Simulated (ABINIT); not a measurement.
# TePb (Fm-3m) in ABINIT: equation of state with PBE

Aim: the equation of state of TePb with PBE.

All numbers are computed with ABINIT 10.8.3 (patched build); they aren't measurements. Logs are shortened: lines on timing, memory, paths and dates and some standing lists are left out, and cuts for length are marked. The log counts tension as positive stress, the text compression.

## 1. Starting point

The structure is cubic, space group Fm-3m (No. 225). Conventional cell: a = 6.462 Å, b = 6.462 Å, c = 6.462 Å, α = 90.00°, β = 90.00°, γ = 90.00°. Pb (site symmetry m-3m) is surrounded by 6 Te at 3.23 Å. Around Te (site symmetry m-3m) lie 6 Pb at 3.23 Å.

## 2. Equation of state, PBE

Input file run.abi:

```
# Datasets: one volume each
ndtset 7
getwfk -1
scalecart1 3*0.9795861087
scalecart2 3*0.9864848297
scalecart3 3*0.9932883884
scalecart4 3*1.0000000000
scalecart5 3*1.0066227096
scalecart6 3*1.0131594038
scalecart7 3*1.0196128224

# Pseudopotentials
pp_dirpath "./"
pseudos "Pb_ONCV_PBE-1.2.upf, Te_ONCV_PBE-1.2.upf"

# Structure
acell 3*1.0 Angstrom
rprim
     0.0000000000     3.2310000000     3.2310000000
     3.2310000000     0.0000000000     3.2310000000
     3.2310000000     3.2310000000     0.0000000000
ntypat 2
znucl 82 52
natom 2
typat 1 2
xred
     0.0000000000     0.0000000000     0.0000000000
     0.5000000000     0.5000000000     0.5000000000

# Plane-wave basis
ecut 30.0

# k points
kptopt 1
ngkpt 7 7 7
nshiftk 1
shiftk 0.0 0.0 0.0

# Exchange and correlation
ixc 11

# Bands and occupations
nband 19
occopt 3
tsmear 0.05 eV

# SCF cycle
nstep 100
tolvrs 1.0e-10

# Output
iomode 3
prtwf 1
prtden 0
prteig 0
prtebands 0
enunit 2
```

Potentials or basis: SG15 NC PBE v1.2.

Started as:

```
> abinit run.abi > log 2>&1
```

run.abo:

```text
.Version 10.8.3 of ABINIT
 DATASET    1 : space group Fm -3 m (#225); Bravais cF (face-center cubic)
================================================================================
 Values of the parameters that define the memory need for DATASET  1.
     intxc =       0    ionmov =       0      iscf =       7    lmnmax =       8
     lnmax =       8     mgfft =      45  mpssoang =       4    mqgrid =    3001
     natom =       2  nloc_mem =       1    nspden =       1   nspinor =       1
    nsppol =       1      nsym =      48    n1xccc =       0    ntypat =       2
    occopt =       3   xclevel =       2
       mpw =        3382          nfft =       91125          nkpt =          20
================================================================================
================================================================================
[... 61 lines left out ...]
 DATASET    7 : space group Fm -3 m (#225); Bravais cF (face-center cubic)
================================================================================
 Values of the parameters that define the memory need for DATASET  7.
     intxc =       0    ionmov =       0      iscf =       7    lmnmax =       8
     lnmax =       8     mgfft =      45  mpssoang =       4    mqgrid =    3001
     natom =       2  nloc_mem =       1    nspden =       1   nspinor =       1
    nsppol =       1      nsym =      48    n1xccc =       0    ntypat =       2
    occopt =       3   xclevel =       2
       mpw =        3812          nfft =       91125          nkpt =          20
================================================================================
================================================================================

--------------------------------------------------------------------------------
------------- Echo of variables that govern the present computation ------------
--------------------------------------------------------------------------------
 -outvars: echo values of preprocessed input variables --------
            acell      1.8897261259E+00  1.8897261259E+00  1.8897261259E+00 Bohr
              amu      2.07200000E+02  1.27600000E+02
             ecut      3.00000000E+01 Hartree
           enunit           2
           getwfk          -1
              ixc          11
           jdtset        1    2    3    4    5    6    7
         kptrlatt        7    0    0      0    7    0      0    0    7
          kptrlen1     5.92095119E+01
          kptrlen2     5.96264940E+01
          kptrlen3     6.00377242E+01
          kptrlen4     6.04433968E+01
          kptrlen5     6.08436959E+01
          kptrlen6     6.12387959E+01
          kptrlen7     6.16288625E+01
            natom           2
            nband          19
           ndtset           7
            ngfft          45      45      45
             nkpt          20
            nstep         100
             nsym          48
           ntypat           2
           occopt           3
[... 56 lines left out ...]
             xred      0.0000000000E+00  0.0000000000E+00  0.0000000000E+00
                       5.0000000000E-01  5.0000000000E-01  5.0000000000E-01
            znucl       82.00000   52.00000

================================================================================

 chkinp: Checking input parameters for consistency, jdtset=   1.

 chkinp: Checking input parameters for consistency, jdtset=   2.
[... 33 lines left out ...]
 getcut: wavevector=  0.0000  0.0000  0.0000  ngfft=  45  45  45
         ecut(hartree)=     30.000   => boxcut(ratio)=   2.10976

--- Pseudopotential description ------------------------------------------------
- pspini: atom type   1  psp file is ./Pb_ONCV_PBE-1.2.upf
12 -101130 3 -1 602                           pspcod,pspxc,lmax,lloc,mmax
     nproj     2     2     2     2

- pspini: atom type   2  psp file is ./Te_ONCV_PBE-1.2.upf
12 -101130 2 -1 602                           pspcod,pspxc,lmax,lloc,mmax
     nproj     2     2     2     0

   3.50844814E+03                                ecore*ucvol(ha*bohr**3)
--------------------------------------------------------------------------------

================================================================================

--- !BeginCycle
iteration_state: {dtset: 1, }
solver: {iscf: 7, nstep: 100, nline: 4, wfoptalg: 0, }
tolerances: {tolvrs: 1.00E-10, }
...
[... 1098 lines left out ...]
-Cartesian components of stress tensor (GPa)         [Pressure= -3.5061E-01 GPa]
- sigma(1 1)=  3.50606214E-01  sigma(3 2)=  0.00000000E+00
- sigma(2 2)=  3.50606214E-01  sigma(3 1)=  0.00000000E+00
- sigma(3 3)=  3.50606214E-01  sigma(2 1)=  0.00000000E+00

== END DATASET(S) ==============================================================
================================================================================

 -outvars: echo values of variables after computation  --------
            acell      1.8897261259E+00  1.8897261259E+00  1.8897261259E+00 Bohr
           etotal1    -1.4386371697E+02
           etotal2    -1.4386523115E+02
           etotal3    -1.4386637673E+02
           etotal4    -1.4386719089E+02
           etotal5    -1.4386770698E+02
           etotal6    -1.4386795491E+02
           etotal7    -1.4386796136E+02
            fcart1    -0.0000000000E+00 -0.0000000000E+00 -0.0000000000E+00
                      -0.0000000000E+00 -0.0000000000E+00 -0.0000000000E+00
            fcart2    -0.0000000000E+00 -0.0000000000E+00 -0.0000000000E+00
                      -0.0000000000E+00 -0.0000000000E+00 -0.0000000000E+00
            fcart3    -0.0000000000E+00 -0.0000000000E+00 -0.0000000000E+00
                      -0.0000000000E+00 -0.0000000000E+00 -0.0000000000E+00
            fcart4    -0.0000000000E+00 -0.0000000000E+00 -0.0000000000E+00
                      -0.0000000000E+00 -0.0000000000E+00 -0.0000000000E+00
            fcart5    -0.0000000000E+00 -0.0000000000E+00 -0.0000000000E+00
                      -0.0000000000E+00 -0.0000000000E+00 -0.0000000000E+00
[... 38 lines left out ...]
                       0.0000000000E+00  0.0000000000E+00  0.0000000000E+00
           xangst1     0.0000000000E+00  0.0000000000E+00  0.0000000000E+00
                       3.1650427172E+00  3.1650427172E+00  3.1650427172E+00
           xangst2     0.0000000000E+00  0.0000000000E+00  0.0000000000E+00
                       3.1873324848E+00  3.1873324848E+00  3.1873324848E+00
           xangst3     0.0000000000E+00  0.0000000000E+00  0.0000000000E+00
                       3.2093147829E+00  3.2093147829E+00  3.2093147829E+00
           xangst4     0.0000000000E+00  0.0000000000E+00  0.0000000000E+00
                       3.2310000000E+00  3.2310000000E+00  3.2310000000E+00
           xangst5     0.0000000000E+00  0.0000000000E+00  0.0000000000E+00
                       3.2523979747E+00  3.2523979747E+00  3.2523979747E+00
           xangst6     0.0000000000E+00  0.0000000000E+00  0.0000000000E+00
                       3.2735180337E+00  3.2735180337E+00  3.2735180337E+00
           xangst7     0.0000000000E+00  0.0000000000E+00  0.0000000000E+00
                       3.2943690292E+00  3.2943690292E+00  3.2943690292E+00
             xred      0.0000000000E+00  0.0000000000E+00  0.0000000000E+00
                       5.0000000000E-01  5.0000000000E-01  5.0000000000E-01
 Calculation completed.
```

Run time: 5.1 min. Hardware: 1 thread of Intel Xeon Platinum 8488C (Sapphire Rapids), shared host; peak memory 0.13 GiB.

What came out:

* Equilibrium volume: 35.43 Å³/atom
* Bulk modulus: 39 GPa
* Pressure derivative of the bulk modulus: 4.5

Energy against volume, from the lowest point:
```
volume (Å³/atom)  energy (meV/atom)
          31.706              57.75
          32.380              37.15
          33.055              21.56
          33.730              10.48
          34.404               3.46
          35.079               0.09
          35.753               0.00
```

Caveat: pressures at fixed basis lie under the slope of the energies.
